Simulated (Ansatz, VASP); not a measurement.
# One calculation of Sn, two programs

```
Sn
1.0
     4.63494   -0.01205    0.00000
    -2.32791    4.02000    0.00000
     0.00000    0.00000    7.61389
Sn
4
Cartesian
  -0.0046 2.6760 0.0019
  2.3117 1.3320 3.8088
  -0.0046 2.6760 2.8533
  2.3117 1.3320 6.6603
```

Change from the starting cell: shear_xy strain -0.5%.

Alike in both runs: task single point; functional r2SCAN; k mesh 6 × 6 × 4; occupations fermi-dirac, width 0.02 eV; no spin polarisation.

|  | VASP | Ansatz |
| --- | --- | --- |
| version | VASP 6.6.1 | Ansatz 0.2.0 |
| potentials or method | VASP PAW PBE potentials, release 64 (Sn_d) | plane waves, PAW |
| plane-wave cutoff (eV) | 520 | 500 |
| valence electrons in the cell | 56 | 56 |

|  | VASP | Ansatz | Ansatz less VASP |
| --- | --- | --- | --- |
| pressure (GPa) | 0.0 | 0.0 | +0.03 |
| largest component of the traceless stress (GPa) | 0.14 | 0.14 | 0.000 |

With one functional, cell and mesh, what is left measures potentials, basis and numerics.

Caveats: the PAW data sets were made with another functional, which shifts forces and pressure a little (VASP).
